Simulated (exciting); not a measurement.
# K (Im-3m) in exciting: notebook, part 2 of 2

exciting (release sodium). Earlier steps stand in the parts before.

**3. Equation of state, APBE, 75.38 Å³/atom (volume scaled by 0.96)**

Contents of input.xml:

```xml
<input>
  <title>K</title>
  <structure speciespath="./" tshift="false">
    <crystal scale="1">
      <basevect>-5.028751237150 5.028751237150 5.028751237150</basevect>
      <basevect>5.028751237150 -5.028751237150 5.028751237150</basevect>
      <basevect>5.028751237150 5.028751237150 -5.028751237150</basevect>
    </crystal>
    <species speciesfile="K.xml" rmt="2.2">
      <atom coord="0.000000000000 0.000000000000 0.000000000000"/>
    </species>
  </structure>
  <groundstate do="fromscratch" ngridk="4 4 4" rgkmax="8.5" gmaxvr="14" lmaxapw="10" lmaxmat="10" lmaxvr="8" stype="Gaussian" swidth="0.00183747" nempty="8" ValenceRelativity="iora*" epsengy="1e-05" epspot="1e-05" maxscl="60" outputlevel="normal">
    <libxc exchange="XC_GGA_X_APBE" correlation="XC_GGA_C_APBE"/>
  </groundstate>
</input>
```

Potentials or basis: all-electron LAPW+lo, shipped species files, valence relativity iora*.

Launch:

```bash
OMP_NUM_THREADS=1 exciting_smp
```

It took 32 s on 1 thread of Arm Neoverse V1, shared host; peak memory 0.13 GiB.

Results (log left out):

```
Free energy                                       : -16392.8692 eV
Band gap on the k mesh                            : none (metal or under the smearing width)
All electrons inside the program's atomic spheres : K 17.30 (radii K 2.2 bohr)
```

Caveat: the k mesh is coarse (spacing up to 0.42 Å⁻¹), so the values aren't converged; the log's total energy holds no entropy term; the free energy is that total less TS from the occupations.

**4. Equation of state, APBE, 76.95 Å³/atom (volume scaled by 0.98)**

Changes to input.xml since step 3:

```diff
@@ -4,5 +4,5 @@
     <crystal scale="1">
-      <basevect>-5.028751237150 5.028751237150 5.028751237150</basevect>
-      <basevect>5.028751237150 -5.028751237150 5.028751237150</basevect>
-      <basevect>5.028751237150 5.028751237150 -5.028751237150</basevect>
+      <basevect>-5.063433376180 5.063433376180 5.063433376180</basevect>
+      <basevect>5.063433376180 -5.063433376180 5.063433376180</basevect>
+      <basevect>5.063433376180 5.063433376180 -5.063433376180</basevect>
     </crystal>
```

Launch:

```bash
OMP_NUM_THREADS=1 exciting_smp
```

Run time: 34 s. Hardware: 1 thread of Arm Neoverse V1, shared host; peak memory 0.13 GiB.

The run converged. Its results:

| Item | Value |
| --- | --- |
| Free energy | -16392.8694 eV |
| Band gap on the k mesh | none (metal or under the smearing width) |
| All electrons inside the program's atomic spheres | K 17.30 (radii K 2.2 bohr) |

Caveat: the k mesh is coarse (spacing up to 0.41 Å⁻¹), so the values aren't converged; the log's total energy holds no entropy term; the free energy is that total less TS from the occupations.

**5. Equation of state, APBE, 78.52 Å³/atom**

Changes to input.xml since step 4:

```diff
@@ -4,5 +4,5 @@
     <crystal scale="1">
-      <basevect>-5.063433376180 5.063433376180 5.063433376180</basevect>
-      <basevect>5.063433376180 -5.063433376180 5.063433376180</basevect>
-      <basevect>5.063433376180 5.063433376180 -5.063433376180</basevect>
+      <basevect>-5.097646801715 5.097646801715 5.097646801715</basevect>
+      <basevect>5.097646801715 -5.097646801715 5.097646801715</basevect>
+      <basevect>5.097646801715 5.097646801715 -5.097646801715</basevect>
     </crystal>
```

Launch:

```bash
OMP_NUM_THREADS=1 exciting_smp
```

It took 40 s on 1 thread of Arm Neoverse V1, shared host; peak memory 0.13 GiB.

Results (log left out):

* Free energy: -16392.8688 eV
* Band gap on the k mesh: none (metal or under the smearing width)
* All electrons inside the program's atomic spheres: K 17.30 (radii K 2.2 bohr)

Caveat: the k mesh is coarse (spacing up to 0.41 Å⁻¹), so the values aren't converged; the log's total energy holds no entropy term; the free energy is that total less TS from the occupations.

**6. Equation of state, APBE, 80.09 Å³/atom (volume scaled by 1.02)**

Changes to input.xml since step 5:

```diff
@@ -4,5 +4,5 @@
     <crystal scale="1">
-      <basevect>-5.097646801715 5.097646801715 5.097646801715</basevect>
-      <basevect>5.097646801715 -5.097646801715 5.097646801715</basevect>
-      <basevect>5.097646801715 5.097646801715 -5.097646801715</basevect>
+      <basevect>-5.131407035965 5.131407035965 5.131407035965</basevect>
+      <basevect>5.131407035965 -5.131407035965 5.131407035965</basevect>
+      <basevect>5.131407035965 5.131407035965 -5.131407035965</basevect>
     </crystal>
```

Potentials or basis: all-electron LAPW+lo, shipped species files, valence relativity iora*.

Launch:

```bash
OMP_NUM_THREADS=1 exciting_smp
```

It took 38 s on 1 thread of Arm Neoverse V1, shared host; peak memory 0.13 GiB.

Results (log left out):

| Property | Result |
| --- | --- |
| Free energy | -16392.8675 eV |
| Band gap on the k mesh | none (metal or under the smearing width) |
| All electrons inside the program's atomic spheres | K 17.30 (radii K 2.2 bohr) |

Caveat: the k mesh is coarse (spacing up to 0.41 Å⁻¹), so the values aren't converged; the log's total energy holds no entropy term; the free energy is that total less TS from the occupations.

**7. Equation of state, APBE, 81.66 Å³/atom (volume scaled by 1.04)**

Changes to input.xml since step 6:

```diff
@@ -4,5 +4,5 @@
     <crystal scale="1">
-      <basevect>-5.131407035965 5.131407035965 5.131407035965</basevect>
-      <basevect>5.131407035965 -5.131407035965 5.131407035965</basevect>
-      <basevect>5.131407035965 5.131407035965 -5.131407035965</basevect>
+      <basevect>-5.164728794417 5.164728794417 5.164728794417</basevect>
+      <basevect>5.164728794417 -5.164728794417 5.164728794417</basevect>
+      <basevect>5.164728794417 5.164728794417 -5.164728794417</basevect>
     </crystal>
```

Launch:

```bash
OMP_NUM_THREADS=1 exciting_smp
```

Run time: 43 s. Hardware: 1 thread of Arm Neoverse V1, shared host; peak memory 0.13 GiB.

Results (log left out):

- Free energy: -16392.8657 eV
- Band gap on the k mesh: none (metal or under the smearing width)
- All electrons inside the program's atomic spheres: K 17.30 (radii K 2.2 bohr)

Caveat: the k mesh is coarse (spacing up to 0.41 Å⁻¹), so the values aren't converged; the log's total energy holds no entropy term; the free energy is that total less TS from the occupations.

**8. Equation of state, APBE, 83.23 Å³/atom (volume scaled by 1.06)**

Changes to input.xml since step 7:

```diff
@@ -4,5 +4,5 @@
     <crystal scale="1">
-      <basevect>-5.164728794417 5.164728794417 5.164728794417</basevect>
-      <basevect>5.164728794417 -5.164728794417 5.164728794417</basevect>
-      <basevect>5.164728794417 5.164728794417 -5.164728794417</basevect>
+      <basevect>-5.197626043281 5.197626043281 5.197626043281</basevect>
+      <basevect>5.197626043281 -5.197626043281 5.197626043281</basevect>
+      <basevect>5.197626043281 5.197626043281 -5.197626043281</basevect>
     </crystal>
```

Launch:

```bash
OMP_NUM_THREADS=1 exciting_smp
```

It took 63 s on 1 thread of Arm Neoverse V1, shared host; peak memory 0.13 GiB.

It converged, with:

| Quantity | Value |
| --- | --- |
| Free energy | -16392.8639 eV |
| Band gap on the k mesh | none (metal or under the smearing width) |
| All electrons inside the program's atomic spheres | K 17.30 (radii K 2.2 bohr) |

Caveat: the k mesh is coarse (spacing up to 0.40 Å⁻¹), so the values aren't converged; the log's total energy holds no entropy term; the free energy is that total less TS from the occupations.

**9. Equation of state, APBE**

Potentials or basis: all-electron LAPW+lo, shipped species files, valence relativity iora*.

No new run: the results of the series are fitted here.

Results:

```
Equilibrium volume : 76.14 Å³/atom (rough: see the caveat)
Bulk modulus       : 3.6 GPa (rough)
```

Energy against volume, from the lowest point:
| volume (Å³/atom) | energy (meV/atom) |
| --- | --- |
| 73.807 | 0.77 |
| 75.378 | 0.23 |
| 76.948 | 0.00 |
| 78.519 | 0.59 |
| 80.089 | 1.97 |
| 81.659 | 3.72 |
| 83.230 | 5.55 |

Caveat: the k mesh is coarse (spacing up to 0.41 Å⁻¹), so the values aren't converged; the fit is doubtful: noisy points or a state that changes with volume.

**10. Band structure, SOGGA exchange with PBE correlation**

Contents of input.xml:

```xml
<input>
  <title>K</title>
  <structure speciespath="./" tshift="false">
    <crystal scale="8.8293832596">
      <basevect>-0.577350269190 0.577350269190 0.577350269190</basevect>
      <basevect>0.577350269190 -0.577350269190 0.577350269190</basevect>
      <basevect>0.577350269190 0.577350269190 -0.577350269190</basevect>
    </crystal>
    <species speciesfile="K.xml" rmt="2.2">
      <atom coord="0.000000000000 0.000000000000 0.000000000000"/>
    </species>
  </structure>
  <groundstate do="fromscratch" ngridk="7 7 7" rgkmax="7.5" gmaxvr="14" lmaxapw="10" lmaxmat="10" lmaxvr="8" stype="Gaussian" swidth="0.00367493" nempty="8" ValenceRelativity="iora*" epsengy="1e-05" epspot="1e-05" maxscl="60" outputlevel="low">
    <libxc exchange="XC_GGA_X_SOGGA" correlation="XC_GGA_C_PBE"/>
  </groundstate>
  <properties>
    <bandstructure>
      <plot1d>
        <path steps="60">
          <point coord="0 0 0" label="G"/>
          <point coord="0.5 -0.5 0.5" label="H"/>
          <point coord="0 0 0.5" label="N"/>
          <point coord="0 0 0" label="G"/>
          <point coord="0.25 0.25 0.25" label="P"/>
          <point coord="0.5 -0.5 0.5" label="H" breakafter="true"/>
          <point coord="0.25 0.25 0.25" label="P"/>
          <point coord="0 0 0.5" label="N"/>
        </path>
      </plot1d>
    </bandstructure>
    <dos nwdos="300" winddos="-0.6 0.5" inttype="tetra" ngrdos="100" nsmdos="1"/>
  </properties>
</input>
```

Launch:

```bash
OMP_NUM_THREADS=1 exciting_smp
```

Wall time 46 s (1 thread of Arm Neoverse V1, shared host); peak memory 0.13 GiB.

Results (log left out):

- Band gap on the k mesh: none (metal or under the smearing width)
- Density of states at the Fermi level: 0.90 states/eV per cell

Levels at the corners of the path, in eV from the Fermi level:
| point | band 2 | band 3 | band 4 | band 5 | band 6 | band 7 |
| --- | --- | --- | --- | --- | --- | --- |
| Γ | -15.47 | -15.47 | -15.47 | -2.05 | 4.31 | 4.31 |
| H | -15.51 | -15.51 | -15.51 | 1.72 | 1.72 | 3.31 |
| N | -15.53 | -15.49 | -15.47 | 0.47 | 0.65 | 3.19 |
| Γ | -15.47 | -15.47 | -15.47 | -2.05 | 4.31 | 4.31 |
| P | -15.50 | -15.50 | -15.50 | 1.45 | 1.45 | 1.45 |
| H | -15.51 | -15.51 | -15.51 | 1.72 | 1.72 | 3.31 |
| P | -15.50 | -15.50 | -15.50 | 1.45 | 1.45 | 1.45 |
| N | -15.53 | -15.49 | -15.47 | 0.47 | 0.65 | 3.19 |

States per cell in windows of 1 eV (zero at the Fermi level; states under -8 eV left out):
| from (eV) | total |
| --- | --- |
| -8.0 | 0.00 |
| -7.0 | 0.00 |
| -6.0 | 0.00 |
| -5.0 | 0.00 |
| -4.0 | 0.00 |
| -3.0 | 0.01 |
| -2.0 | 0.34 |
| -1.0 | 0.63 |
| 0.0 | 1.01 |
| 1.0 | 1.43 |
| 2.0 | 1.51 |
| 3.0 | 1.74 |
| 4.0 | 2.28 |
| 5.0 | 2.97 |
| 6.0 | 3.61 |
| 7.0 | 2.15 |
